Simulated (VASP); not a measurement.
# Ge (Fd-3m) in VASP: a series of runs, part 2 of 2

VASP 6.6.1.

### 5 Relaxation of cell and atoms, PBEsol

Input file INCAR:

```
PREC = Accurate
ENCUT = 600
EDIFF = 1E-6
ISMEAR = 0
SIGMA = 0.03
LREAL = F
LASPH = T
NELM = 80
ALGO = Normal
ISIF = 3
LWAVE = F
LCHARG = F
GGA = PS
IBRION = 2
NSW = 90
EDIFFG = -0.01
KPAR = 4
```

Input file KPOINTS:

```
regular mesh
0
Gamma
  10 10 10
```

Input file POSCAR:

```
Ge
1.0
    0.0000000000      2.8289100000      2.8289100000
    2.8289100000      0.0000000000      2.8289100000
    2.8289100000      2.8289100000      0.0000000000
Ge
2
Direct
    0.0000000000      0.0000000000      0.0000000000
    0.2500000000      0.2500000000      0.2500000000
```

Potentials or basis: VASP PAW PBE potentials, release 64 (Ge_d).

On the command line:

```console
cat potpaw_PBE.64/Ge_d/POTCAR > POTCAR
mpirun -np 4 vasp_std > vasp.out
```

OUTCAR:

```text
PREC = Accurate
   ENCUT = 600
   EDIFF = 1E-6
   ISMEAR = 0
   LREAL = F
   LASPH = T
   NELM = 80
   ISIF = 3
   GGA = PS
   IBRION = 2
   NSW = 90
   EDIFFG = -0.01

 ion  position               nearest neighbor table
   1  0.000  0.000  0.000-   2 2.45   2 2.45   2 2.45   2 2.45
   2  0.250  0.250  0.250-   1 2.45   1 2.45   1 2.45   1 2.45

  LATTYP: Found a face centered cubic cell.
 ALAT       =     5.6578200000

  Lattice vectors:

 A1 = (   0.0000000000,   2.8289100000,   2.8289100000)
 A2 = (   2.8289100000,   0.0000000000,   2.8289100000)
 A3 = (   2.8289100000,   2.8289100000,   0.0000000000)

Analysis of symmetry for initial positions (statically):
=====================================================================
 Subroutine PRICEL returns:
 Original cell was already a primitive cell.

 Routine SETGRP: Setting up the symmetry group for a
 face centered cubic supercell.

 Subroutine GETGRP returns: Found 48 space group operations
 (whereof 24 operations were pure point group operations)
 out of a pool of 48 trial point group operations.

The static configuration has the point symmetry T_d .
 The point group associated with its full space group is O_h .

Analysis of symmetry for dynamics (positions and initial velocities):
=====================================================================
 Subroutine PRICEL returns:
 Original cell was already a primitive cell.

 Routine SETGRP: Setting up the symmetry group for a
 face centered cubic supercell.

 Subroutine GETGRP returns: Found 48 space group operations
 (whereof 24 operations were pure point group operations)
 out of a pool of 48 trial point group operations.

The dynamic configuration has the point symmetry T_d .
 The point group associated with its full space group is O_h .

 Subroutine INISYM returns: Found 48 space group operations
 (whereof 24 operations are pure point group operations),
 and found     1 'primitive' translations

----------------------------------------------------------------------------------------

                                     Primitive cell

  volume of cell :      45.2780

  direct lattice vectors                    reciprocal lattice vectors
     0.000000000  2.828910000  2.828910000    -0.176746521  0.176746521  0.176746521
     2.828910000  0.000000000  2.828910000     0.176746521 -0.176746521  0.176746521
     2.828910000  2.828910000  0.000000000     0.176746521  0.176746521 -0.176746521

  length of vectors
     4.000682889  4.000682889  4.000682889     0.306133954  0.306133954  0.306133954

  position of ions in fractional coordinates (direct lattice)
     0.000000000  0.000000000  0.000000000
     0.250000000  0.250000000  0.250000000

  ion indices of the primitive-cell ions
   primitive index   ion index
                 1           1
                 2           2

----------------------------------------------------------------------------------------

 KPOINTS: regular mesh

Automatic generation of k-mesh.
 Grid dimensions read from file:
 generate k-points for:   10   10   10
[... 22 lines left out ...]
  0.100000  0.000000  0.000000      8.000000
  0.200000  0.000000  0.000000      8.000000
  0.300000  0.000000  0.000000      8.000000
  0.400000  0.000000  0.000000      8.000000
  0.500000  0.000000  0.000000      4.000000
[... 16 lines left out ...]
  0.300000  0.300000  0.000000      6.000000
  0.400000  0.300000  0.000000     24.000000
 [... further k-points ...]
   k-points           NKPTS =     47   k-points in BZ     NKDIM =     47   number of bands    NBANDS=     18
   number of dos      NEDOS =    301   number of ions     NIONS =      2
   total plane-waves  NPLWV =  32768
   dimension x,y,z NGX =    32 NGY =   32 NGZ =   32
   dimension x,y,z NGXF=    64 NGYF=   64 NGZF=   64
   ions per type =               2
   NGX,Y,Z   is equivalent  to a cutoff of  13.30, 13.30, 13.30 a.u.
   NGXF,Y,Z  is equivalent  to a cutoff of  26.59, 26.59, 26.59 a.u.
 SYSTEM =  unknown system
   PREC   = accura    normal or accurate (medium, high low for compatibility)
   ISTART =      0    job   : 0-new  1-cont  2-samecut
   ICHARG =      2    charge: 1-file 2-atom 10-const
   ISPIN  =      1    spin polarized calculation?
   LNONCOLLINEAR =      F non collinear calculations
   LSORBIT =      F    spin-orbit coupling
   LASPH  =      T    aspherical Exc in radial PAW
   ENCUT  =  600.0 eV  44.10 Ry    6.64 a.u.   7.99  7.99  7.99*2*pi/ulx,y,z
   NELM   =     80;   NELMIN=  2; NELMDL= -5     # of ELM steps
   EDIFF  = 0.1E-05   stopping-criterion for ELM
   LREAL  =      F    real-space projection
   EDIFFG = -.1E-01   stopping-criterion for IOM
   NSW    =     90    number of steps for IOM
   IBRION =      2    ionic relax: 0-MD 1-quasi-New 2-CG
   NFREE  =      1    steps in history (QN), initial steepest desc. (CG)
   ISIF   =      3    stress and relaxation
   ISYM   =      2    0-nonsym 1-usesym 2-fastsym
   POTIM  = 0.5000    time-step for ionic-motion
   TEBEG  =    0.0;   TEEND  =   0.0 temperature during run
   PSTRESS=    0.0 pullay stress
   NELECT =      28.0000    total number of electrons
   NUPDOWN=      -1.0000    fix difference up-down
   EMIN   =  10.00;   EMAX   =-10.00  energy-range for DOS
   EFERMI =   0.00;   METHOD = LEGACY
   ISMEAR =     0;   SIGMA  =   0.03  broadening in eV -4-tet -1-fermi 0-gaus
   EFERMI_NEDOS =   21; number of points for ismear=-14 and -15
   IALGO  =     38    algorithm
   IMIX   =      4    mixing-type and parameters
     AMIX     =   0.40;   BMIX     =  1.00
     AMIX_MAG =   1.60;   BMIX_MAG =  1.00
  volume/ion in A,a.u.               =      22.64       152.78
  Fermi-wavevector in a.u.,A,eV,Ry     =   1.394756  2.635708 26.468033  1.945346
  Thomas-Fermi vector in A             =   2.518275
   LORBIT       =      0    0 simple, 1 ext, 2 COOP (PROOUT), +10 PAW based schemes
   GGA     = PS    functional components
   LHFCALC =     F    Hartree Fock is set to
   AEXX    =    0.0000 exact exchange contribution
   IVDW    =     0    specifies the selected vdW correction
   LEPSILON=     F    determine dielectric tensor
   LRPA    =     F    only Hartree local field effects (RPA)
 conjugate gradient relaxation of ions
 non-spin polarized calculation
 Gauss-broadening in eV      SIGMA  =   0.03
  energy-cutoff  :      600.00
  volume of cell :       45.28
 maximum number of plane-waves:      1524
   NGX = 15   NGY = 15   NGZ = 15

--------------------------------------- Ionic step        1  -------------------------------------------

 number of electron      28.0000013 magnetization

 Free energy of the ion-electron system (eV)
  ---------------------------------------------------
  ext. energy  EPLUGINS =         0.00000000
  ---------------------------------------------------
  free energy    TOTEN  =        -9.87066962 eV

  energy without entropy =       -9.87061613  energy(sigma->0) =       -9.87064288

------------------------ aborting loop because EDIFF is reached ----------------------------------------

  FORCE on cell =-STRESS in cart. coord.  units (eV):
  Direction    XX          YY          ZZ          XY          YZ          ZX
  --------------------------------------------------------------------------------------
  -------------------------------------------------------------------------------------
  Total        0.1665325      0.1665325      0.1665325     -0.0000000     -0.0000000      0.0000000
  in kB        5.8928068      5.8928068      5.8928068     -0.0000000     -0.0000000      0.0000000
  external PRESSURE =       5.8928068 kB  Pullay stress =       0.0000000 kB
[... 59 lines left out ...]
--------------------------------------- Ionic step        3  -------------------------------------------

 number of electron      28.0000020 magnetization

 Free energy of the ion-electron system (eV)
  ---------------------------------------------------
  ext. energy  EPLUGINS =         0.00000000
  ---------------------------------------------------
  free energy    TOTEN  =        -9.87141132 eV

  energy without entropy =       -9.87136502  energy(sigma->0) =       -9.87138817

 E-fermi :   4.7821     XC(G=0): -10.0845

 val. band max:        4.7729685310   @ k =   0.0000   0.0000   0.0000
 cond. band min:       4.8675786326   @ k =   0.5000   0.0000   0.0000
 fundamental gap:      0.0946101016
 Fermi energy:         4.7821017114

 k-point     1 :       0.0000    0.0000    0.0000
  band No.  band energies     occupation
      1     -19.9771      2.00000
      2     -19.9771      2.00000
      3     -19.9771      2.00000
      4     -19.9412      2.00000
      5     -19.9412      2.00000
      6     -19.7340      2.00000
[... 481 lines left out ...]
      5     -19.8593      2.00000
      6     -19.8363      2.00000
[... 10 lines left out ...]
     17      11.3745      0.00000
     18      11.9375      0.00000

 [... further k-points ...]
[... 5 lines left out ...]
  --------------------------------------------------------------------------------------
  -------------------------------------------------------------------------------------
  Total       -0.0070968     -0.0070968     -0.0070968     -0.0000000     -0.0000000     -0.0000000
  in kB       -0.2488204     -0.2488204     -0.2488204     -0.0000000     -0.0000000     -0.0000000
  external PRESSURE =      -0.2488204 kB  Pullay stress =       0.0000000 kB
[... 17 lines left out ...]
  FREE ENERGIE OF THE ION-ELECTRON SYSTEM (eV)
  ---------------------------------------------------
  free  energy   TOTEN  =        -9.8714113215 eV

  energy  without entropy=       -9.8713650203  energy(sigma->0) =       -9.87138817

 reached required accuracy - stopping structural energy minimisation
```

CONTCAR:

```text
Ge
   1.00000000000000
    -0.0000000000000000    2.8376024272774765    2.8376024272774765
     2.8376024272774765   -0.0000000000000000    2.8376024272774765
     2.8376024272774765    2.8376024272774765    0.0000000000000000
  Ge
     2
Direct
     0.0000000000000000    0.0000000000000000    0.0000000000000000
     0.2500000000000000    0.2500000000000000    0.2500000000000000

  0.00000000E+00  0.00000000E+00  0.00000000E+00
  0.00000000E+00  0.00000000E+00  0.00000000E+00
```

Run time: 27 s. Hardware: 4 MPI ranks of Intel Xeon Platinum 8559C (Emerald Rapids), shared host; peak memory 0.2 GiB.

Results:

```
Free energy                            : -9.8714 eV
Relaxed volume                         : 22.85 Å³/atom
Relaxed cell                           : a = 4.013 Å, b = 4.013 Å, c = 4.013 Å, α = 60.00°, β = 60.00°, γ = 60.00°
Space group after relaxing (to 0.05 Å) : Fd-3m (No. 227)
Energy gained by relaxing              : 0.4 meV/atom
Ionic steps                            : 3
Pressure after relaxing                : 0.0 GPa
Band gap on the k mesh                 : none (metal or under the smearing width)
```

Step by step:
| step | energy change (eV) | largest force (eV/Å) | pressure (GPa) | volume (Å³) |
| --- | --- | --- | --- | --- |
| 1 | 0.0000 | 0.0000 | 0.59 | 45.28 |
| 2 | -0.0006 | 0.0000 | -0.10 | 45.83 |
| 3 | -0.0007 | 0.0000 | -0.02 | 45.70 |

Final structure:
```
Ge
1.0
     0.00000    2.83760    2.83760
     2.83760    0.00000    2.83760
     2.83760    2.83760    0.00000
Ge
2
Direct
  0.00000 0.00000 0.00000
  0.25000 0.25000 0.25000
```

Caveat: the PAW data sets were made with another functional, which shifts forces and pressure a little; this crystal is a semiconductor, whose small gap the functional closes, so the metal is an error of the method. Zero-point motion and thermal expansion aren't in these numbers.

### 6 Summary

| task | level | potentials or basis | cell | k mesh | cutoff (eV) | grid for exact exchange (PRECFOCK) | screening parameter | gap on the mesh (eV) | pressure (GPa) | relaxed volume (Å³/atom) |
| --- | --- | --- | --- | --- | --- | --- | --- | --- | --- | --- |
| single point | LDA | VASP PAW LDA potentials, release 64 (Ge_d) | Fd-3m, 22.64 Å³/atom | 6 × 6 × 6 | 520 | - | - | none | -1.1 | - |
| relaxation of cell and atoms | PBEsol | VASP PAW PBE potentials, release 64 (Ge_d) | relaxed | 10 × 10 × 10 | 600 | - | - | none | 0.0 | 22.85 |
| relaxation of cell and atoms | HSE06 | VASP PAW PBE potentials, release 64 (Ge_d) | relaxed | 6 × 6 × 6 | 520 | Fast | 0.2 1/A | 0.77 | 0.0 | 22.92 |

Alike in all rows: no spin polarisation; smearing gaussian 0.03 eV.

Caveats: this crystal is a semiconductor, whose small gap the functional closes, so the metal is an error of the method (some runs); the PAW data sets were made with another functional, which shifts forces and pressure a little (some runs).

Absolute energies hang on the potentials; compare differences alone.

### 7 How close it comes

Step 2. A measured gap of Ge is 0.744 eV (indirect; 0 K; “Temperature-dependent photoluminescence in Ge: experiment and theory”, 2020, arxiv:2003.00143); the calculated 0.00 eV misses it by -0.74 eV. 3 values of this kind are on record (0.666 to 0.807 eV); this one was drawn at random among those near their median. Spin-orbit coupling on Ge is left out. The value is that of LDA on a finite k mesh, which can miss the band edges, without temperature or zero-point motion. Semilocal functionals fall short of measured gaps as a rule.
